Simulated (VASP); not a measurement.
A run of VASP 6.6.1:

File POSCAR:

```
ZrB
1.0
    0.0000000000      2.3250000000      2.3250000000
    2.3250000000      0.0000000000      2.3250000000
    2.3250000000      2.3250000000      0.0000000000
Zr B
1 1
Direct
    0.0000000000      0.0000000000      0.0000000000
    0.5000000000      0.5000000000      0.5000000000
```

The input INCAR.step1:

```
SYSTEM = ZrB
PREC = Accurate
ENCUT = 520
ISMEAR = 0
SIGMA = 0.02
LREAL = .FALSE.
LASPH = .TRUE.
NELM = 100
NBANDS = 14
GGA = PE
ALGO = Normal
EDIFF = 1E-4
LWAVE = .TRUE.
LCHARG = .FALSE.
```

The input INCAR.step2:

```
SYSTEM = ZrB
PREC = Accurate
ENCUT = 520
EDIFF = 1E-6
ISMEAR = 0
SIGMA = 0.02
LREAL = .FALSE.
LASPH = .TRUE.
NELM = 100
ALGO = Normal
ISIF = 2
LWAVE = .FALSE.
LCHARG = .TRUE.
METAGGA = R2SCAN
LMIXTAU = .TRUE.
LELF = .TRUE.
LVHAR = .TRUE.
NBANDS = 14
ISTART = 1
```

Contents of KPOINTS:

```
Automatic mesh
0
G
  12 12 12
  0 0 0
```

Potentials or basis: VASP PAW PBE potentials, release 64 (Zr_sv, B).

Run with:

```bash
$ cat potpaw_PBE.64/Zr_sv/POTCAR potpaw_PBE.64/B/POTCAR > POTCAR
$ cp INCAR.step1 INCAR
$ mpirun -np 1 vasp_std > vasp.out
$ cp INCAR.step2 INCAR
$ mpirun -np 1 vasp_std > vasp.out
```

Hardware: 1 thread of Intel(R) Xeon(R) Platinum 8559C (Emerald Rapids), on a shared host.

Problem. How long does it take, and how much memory?

Solution. It took 35 s on 1 thread of Intel(R) Xeon(R) Platinum 8559C (Emerald Rapids), on a shared host, peak memory 0.16 GiB. Counts: scf iterations 9, k points 72.
